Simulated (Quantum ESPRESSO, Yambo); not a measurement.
# Quasiparticle gap of BN (P6_3/mmc) in Yambo, part 2 of 3

Aim: the G0W0 gap of BN (P6_3/mmc) on PBE, step by step.

Quantum ESPRESSO 7.5 and Yambo 5.3.0; PBE and many-body steps on it, plane waves. Known limits of the many-body steps: not at the basis limit; coarse k mesh.

So far. Step 2 (Ground state): The gap is indirect, with the least direct gap 0.24 eV higher. Step 3 (Bands along the symmetry lines): The gap is 4.291 eV, −0.138 eV from the run before at this level.

## (4) Empty states on the mesh, 6×6×4 mesh, 158 bands

Level of this step: DFT, PBE, plane waves, norm-conserving pseudopotentials (Quantum ESPRESSO).

The sums over transitions need many empty states on a uniform mesh; this step solves for them.

Contents of pw.in:

```
&control
  calculation = 'nscf'
  prefix = 'x'
  outdir = 'o'
  pseudo_dir = 'pseudo'
/
&system
  ibrav = 0
  nat = 4
  ntyp = 2
  ecutwfc = 72.0
  nbnd = 158
  force_symmorphic = .true.
/
&electrons
  conv_thr = 1e-9
  electron_maxstep = 80
  diago_full_acc = .true.
  diago_thr_init = 5e-6
/
ATOMIC_SPECIES
  B 10.81 B.upf
  N 14.007 N.upf
CELL_PARAMETERS angstrom
  2.5039900000 0.0000000000 0.0000000000
  -1.2519950000 2.1685189508 0.0000000000
  0.0000000000 0.0000000000 6.6612000000
ATOMIC_POSITIONS crystal
  B 0.3333333333 0.6666666667 0.2500000000
  B 0.6666666667 0.3333333333 0.7500000000
  N 0.3333333333 0.6666666667 0.7500000000
  N 0.6666666667 0.3333333333 0.2500000000
K_POINTS automatic
  6 6 4 0 0 0
```

The run is started by

```bash
> OMP_NUM_THREADS=1 mpirun -n 4 pw.x -nk 4 -in pw.in > pw.out
```

The log of the run:

```text
[banner, memory and clock lines left out]
Program PWSCF v.7.5 starts

     Atomic positions and unit cell read from directory:
     o/x.save/

     Message from routine setup:
     using ibrav=0 with symmetry is DISCOURAGED, use correct ibrav instead

     G-vector sticks info

     bravais-lattice index     =            0
     lattice parameter (alat)  =       4.7319  a.u.
     unit-cell volume          =     244.0871 (a.u.)^3
     number of atoms/cell      =            4
     number of atomic types    =            2
     number of electrons       =        16.00
     number of Kohn-Sham states=          158
     kinetic-energy cutoff     =      72.0000  Ry
     charge density cutoff     =     288.0000  Ry
     Exchange-correlation= PBE
                           (   1   4   3   4   0   0   0)

     celldm(1)=   4.731855  celldm(2)=   0.000000  celldm(3)=   0.000000
     celldm(4)=   0.000000  celldm(5)=   0.000000  celldm(6)=   0.000000

     crystal axes: (cart. coord. in units of alat)
               a(1) = (   1.000000   0.000000   0.000000 )
               a(2) = (  -0.500000   0.866025   0.000000 )
               a(3) = (   0.000000   0.000000   2.660234 )

     reciprocal axes: (cart. coord. in units 2 pi/alat)
               b(1) = (  1.000000  0.577350 -0.000000 )
               b(2) = (  0.000000  1.154701  0.000000 )
               b(3) = (  0.000000 -0.000000  0.375907 )
     Pseudo is Norm-conserving + core correction, Zval =  3.0
     Generated using ONCVPSP code by D. R. Hamann
     Using radial grid of 1534 points,  4 beta functions with:
     Pseudo is Norm-conserving + core correction, Zval =  5.0
     Generated using ONCVPSP code by D. R. Hamann
     Using radial grid of 1058 points,  4 beta functions with:
     B                 3.00    10.81000     B ( 1.00)
     N                 5.00    14.00700     N ( 1.00)

     12 Sym. Ops., with inversion, found

   Cartesian axes

     site n.     atom                  positions (alat units)
         1        B      tau(   1) = (  -0.0000000   0.5773503   0.6650586  )
         2        B      tau(   2) = (   0.5000000   0.2886751   1.9951757  )
         3        N      tau(   3) = (  -0.0000000   0.5773503   1.9951757  )
         4        N      tau(   4) = (   0.5000000   0.2886751   0.6650586  )

     number of k points=    24
                       cart. coord. in units 2pi/alat
        k(    1) = (   0.0000000   0.0000000   0.0000000), wk =   0.0138889
        k(    2) = (   0.0000000   0.0000000   0.0939767), wk =   0.0277778
        k(    3) = (   0.0000000   0.0000000  -0.1879534), wk =   0.0138889
[...]
[... 12 further rows ...]
        k(   23) = (   0.0000000   0.3849002  -0.0939767), wk =   0.0833333
        k(   24) = (  -0.1666667   0.4811252  -0.0939767), wk =   0.1666667

     Dense  grid:    20149 G-vectors     FFT dimensions: (  25,  25,  72)

     The potential is recalculated from file :
     o/x.save/charge-density

     Starting wfcs are   16 randomized atomic wfcs +  142 random wfcs

     Band Structure Calculation

     End of band structure calculation

          k = 0.0000 0.0000 0.0000 (  2481 PWs)   bands (ev):

   -13.0802 -12.7926  -1.4957   0.5918   3.3561   3.3561   3.3924   3.3924
     9.9733  14.9618  16.3422  16.3422  16.4627  16.4627  16.9366  17.7012
    19.5458  21.2755  26.8926  29.9305  30.7674  33.1708  33.1708  33.5476
[...]
[... 8 further rows ...]
[...]
139.3072 139.8576 139.8576 141.0688 141.0688 142.7503

          k = 0.0000 0.0000 0.0940 (  2524 PWs)   bands (ev):

[...]
[... 8 further rows ...]
[...]
137.3428 138.4564 138.4564 138.6951 138.8373 138.8374

          k = 0.0000 0.0000-0.1880 (  2518 PWs)   bands (ev):

[...]
88.2905  88.2905  88.2905  88.2905  90.0811  90.0811  95.0919  95.0919
     [... 8 further rows ...]
   132.6333 132.6333 132.9665 132.9665 132.9665 132.9665 133.9583 133.9583
   133.9583 133.9583 134.5427 134.5427 138.5824 138.5825

          k = 0.0000 0.1925 0.0000 (  2533 PWs)   bands (ev):

     [... further k-points ...]

     highest occupied, lowest unoccupied level (ev):     4.6985    9.0127

     XML data file, pseudopotentials, collected wavefunctions
```

Run time: 45 s. Hardware: 4 MPI ranks of AMD EPYC 7571, shared host; peak memory 0.36 GiB; 3 min of CPU time.

This step gave:

```
gap                                                           : 4.314 eV
k of the valence top                                          : 0.3333, 0.3333, -0.5
k of the conduction bottom                                    : 0, -0.5, 0
least direct gap                                              : 4.670 eV
k points computed                                             : 24
lowest point of the top converged band, above the valence top : 133.8839 eV
```

On this mesh the gap is 4.314 eV.

## (5) Conversion and set-up

This step: Yambo 5.3.0; conversion and set-up on PBE, plane waves, norm-conserving pseudopotentials.

The states are converted to the many-body program's format and the q mesh is built.

The run is started by

```bash
> (cd o/x.save; p2y > p2y.log; mv SAVE ../..); yambo > setup.log
```

The log of the run:

```text
 Yambo, version 5.3.0

 [02] CORE Variables Setup
 =========================

  [02.01] Unit cells
  ==================

  Cell kind             :  HCP
  Atoms in the cell     :  B  N
  number of B  atoms    :  2
  number of N  atoms    :  2

  List of atomic masses
  Mass of B     :  10.81000
  Mass of N     :  14.00700

  List of atomic coordinates    : [cc]
  B1       : -0.23659E-09   2.7319       3.1470      order 1
  B2       :  2.365928  1.365969  9.440883  order 2
  N1       : -0.23659E-09   2.7319       9.4409      order 3
  N2       :  2.365928  1.365969  3.146961  order 4

  Alat factors          :   4.73186   4.09791  12.58784 [a.u.]
  Direct lattice volume :  244.0871 [a.u.]
  Direct lattice vectors:  A[ 1 ]  A[ 2 ]  A[ 3 ]
   A[ 1 ]:  1.000000  0.000000  0.000000  [iru]
   4.731855  0.000000  0.000000  [cc]
   A[ 2 ]: -0.500000  1.000000  0.000000  [iru]
  -2.365928  4.097907  0.000000  [cc]
   A[ 3 ]:  0.000000  0.000000  1.000000  [iru]
    0.00000   0.00000  12.58784  [cc]

  Recip. lattice volume :  1.016236 [a.u.]
  Recip. lattice vectors:  B[ 1 ]  B[ 2 ]  B[ 3 ]
   B[ 1 ]:  1.000000  0.500000  0.000000  [iku]
   1.327848  0.766633 -0.000000  [cc]
   B[ 2 ]:  0.000000  1.000000  0.000000  [iku]
   0.000000  1.533267  0.000000  [cc]
   B[ 3 ]:  0.000000  0.000000  1.000000  [iku]
   0.000000 -0.000000  0.499147  [cc]

  [02.02] Symmetries
  ==================

  Inversion symmetry    : yes
  Spatial inversion     : yes
  Inversion index       :   7
  K-space Time-reversal : no
  Magnetic symmetries   : no
  Group table correct   : yes
  Symmetries units      :  [cc]

   [S  1]:   1.0000       0.0000       0.0000      0.23510E-16   1.0000       0.0000       0.0000       0.0000       1.0000
   [S  2]:   1.0000       0.0000       0.0000      0.23510E-16  -1.0000       0.0000       0.0000       0.0000      -1.0000
   [S  3]: -0.500000  0.866025  0.000000 -0.866025 -0.500000  0.000000  0.000000  0.000000  1.000000
[...]
[S 11]:  0.500000  0.866025  0.000000  0.866025 -0.500000  0.000000  0.000000  0.000000  1.000000
   [S 12]:  0.500000 -0.866025  0.000000 -0.866025 -0.500000  0.000000  0.000000  0.000000  1.000000

  [02.03] Reciprocal space
  ========================

  nG shells         :  1065
  nG charge         :  20149
  nG WFs            :   3377
  nC WFs            :  2542
  G-vecs. in first 80 shells:  [ Number ]
     1    3    5    7   13   25   37   39   51
    53   65   71   83   95  107  109  121  127
   139  151  163  175  187  189  201  213  225
[...]
857   881   883   907   931   943   955   967
  ...
  Shell energy in first 80 shells:  [ mHa ]
[...]
14105.4      14230.0      14332.3      14603.7      14792.3      15063.7      15073.4      15226.6      15280.9
[...]
K [14]         [rlu]:  0.166667  0.166667  0.250000
         WF components:  2521
  [... 9 further k-points ...]
  K [24]         [rlu]: -0.166667  0.500000 -0.250000
         WF components:  2511

  [02.05] Energies & Occupations
  ==============================

  [X] === General ===
  [X] Electronic Temperature                        :  0.000000  0.000000 [eV K]
  [X] Bosonic    Temperature                        :  0.000000  0.000000 [eV K]
  [X] Finite Temperature mode                       : no
  [X] El. density                                   :  0.44236E+24 [cm-3]
  [X] Fermi Level                                   :  4.698546 [eV]

  [X] === Gaps and Widths ===
  [X] Conduction Band Min                           :  4.314160 [eV]
  [X] Valence Band Max                              :  0.000000 [eV]
  [X] Filled Bands                                  :   8
  [X] Empty Bands                                   :    9  158
  [X] Direct Gap                                    :  4.669575 [eV]
  [X] Direct Gap localized at k                     :  21
  [X] Indirect Gap                                  :  4.314160 [eV]
  [X] Indirect Gap between kpts                     :  21  10
  [X] Last valence band width                       :  3.190982 [eV]
  [X] 1st conduction band width                     :  3.840425 [eV]

  E @ K [ 1]:  [eV]
  -17.77871 -17.49114  -6.19422  -4.10671  -1.34245  -1.34245  -1.30613  -1.30613
[...]
occ @ K [ 1]
[...]
E @ K [ 2]:  [eV]
[...]
occ @ K [ 2]
[...]
E @ K [ 3]:  [eV]
[...]
occ @ K [ 3]
[...]
E @ K [ 8]:  [eV]
[...]
occ @ K [ 8]
[...]
E @ K [ 9]:  [eV]
[...]
occ @ K [ 9]
[...]
E @ K [10]:  [eV]
[...]
occ @ K [10]
[...]
E @ K [11]:  [eV]
[...]
occ @ K [11]
[...]
E @ K [12]:  [eV]
[...]
occ @ K [12]
[...]
E @ K [13]:  [eV]
[...]
occ @ K [13]
[...]
E @ K [14]:  [eV]
[...]
occ @ K [14]
[...]
[... 9 further k-points ...]
  E @ K [24]:  [eV]
[...]
occ @ K [24]
   2.000000  2.000000  2.000000  2.000000  2.000000  2.000000  2.000000  2.000000
   0.000000  0.000000  0.000000  0.000000  0.000000  0.000000  0.000000  0.000000

 [03] Transferred momenta grid and indexing
 ==========================================

 IBZ Q-points                                      :  24
 BZ  Q-points                                      :  144

 K/Q-points units:
 rlu = crystal or reduced units; cc = cartesian coordinates; iku = interal k-units

 Q [ 1]         [rlu]:  0.000000  0.000000  0.000000
 Q [ 2]         [rlu]:  0.000000  0.000000  0.250000
 Q [ 3]         [rlu]:  0.000000  0.000000 -0.500000
[...]
Q [ 8]         [rlu]:  0.90491E-17  0.33333      0.25000
 Q [ 9]         [rlu]:  0.90491E-17  0.33333     -0.50000
 Q [10]         [rlu]: -0.13574E-16 -0.50000       0.0000
     [... 12 further rows ...]
 Q [23]         [rlu]:  0.90491E-17  0.33333     -0.25000
 Q [24]         [rlu]: -0.166667  0.500000 -0.250000

  [03.01] X indexes
  =================

   [03.01.01] Sigma indexes
   ========================

 [06] Game Over & Game summary
```

Elapsed: 4.7 s, on 1 MPI rank; peak memory 0.24 GiB.

(Part 2 of 3 ends here.)

[Paths, hosts, dates, memory and timing lines, banners, echoed tables and standing remarks are left out of the program output.]

[Logs are printed without paths, hosts, clocks, repeated set-up lines and the standing remarks that a program may print on its own settings, such as how far it seeks lower states.]

[Runs of the session that timed out or met a known fault of the program may be left out.]

[Hosts, paths, dates, database ids (printed as entryN), source tags and the programs' standing remarks are cut or masked in the printed files.]
